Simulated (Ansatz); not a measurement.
# TePb (wurtzite type): the cost of one run

Program: Ansatz 0.2.0. Level of theory: DFT PBE, with the methods named in each step. These are calculated values, not measurements.

### 1 The structure to begin with

The structure is hexagonal, space group P6_3mc (No. 186). The conventional cell has a = 5.536 Å, b = 5.536 Å, c = 6.609 Å, α = 90.00°, β = 90.00°, γ = 120.00°. Pb (site symmetry 3m) is surrounded by 5 Te at 3.20 to 3.35 Å. Te (site symmetry 3m) has 5 Pb at 3.20 to 3.35 Å as nearest neighbours.

As a file:

```
CELL_PARAMETERS angstrom
5.53580 0.00000 0.00000
-2.76790 4.79414 0.00000
0.00000 0.00000 6.60886
ATOMIC_POSITIONS crystal
Pb 0.33333 0.66667 0.94160
Pb 0.66667 0.33333 0.44160
Te 0.33333 0.66667 0.43440
Te 0.66667 0.33333 0.93440
```

Whether this phase is the stable one at these pressures isn't tested.

Atoms are numbered in the order of the input: Pb1, Pb2, Te3, Te4.

### 2 The reference volume, LAPW

input.yaml

```yaml
crystal:
  lattice:
    - [5.5357965622, 0.0, 0.0]
    - [-2.7678982811, 4.7941404531, 0.0]
    - [0.0, 0.0, 6.6088587815]
  atoms:
    - { symbol: Pb, position: [0.3333333333, 0.6666666667, -0.0584029981] }
    - { symbol: Pb, position: [0.6666666667, 0.3333333333, 0.4415970019] }
    - { symbol: Te, position: [0.3333333333, 0.6666666667, 0.4344029981] }
    - { symbol: Te, position: [0.6666666667, 0.3333333333, 0.9344029981] }
kpoints:
  mp_grid: { grid: [8, 8, 5] }
  band_path:
    path:
      - [0.0, 0.0, 0.0]
      - [0.5, 0.0, 0.0]
      - [0.3333333333, 0.3333333333, 0.0]
      - [0.0, 0.0, 0.0]
      - [0.0, 0.0, 0.5]
      - [0.5, 0.0, 0.5]
      - [0.3333333333, 0.3333333333, 0.5]
      - [0.0, 0.0, 0.5]
      - [0.5, 0.0, 0.5]
    npoints: 14
scf:
  occupations: { method: fermi_dirac, width: 0.1 }
hamiltonian:
  xc: pbe
  pseudopotentials: { kind: all_electron, lapw: { basis_error: 0.001 } }
output:
  forces: true
  stress: true
  eigenvalues: true
  populations: true
  dos: { projected: true, de: 0.2, e_range: [-14, 8] }
```

On the command line:

```bash
> ansatz run input.yaml --threads 1 --pin off --max-ram 3072MiB --backend cpu --events-out ev --progress --plain --runs-dir out
```

What time and memory should one allow on 1 thread of Intel Xeon Platinum 8488C (Sapphire Rapids), shared host?

About 1.8 min, with a peak of 0.59 GiB.
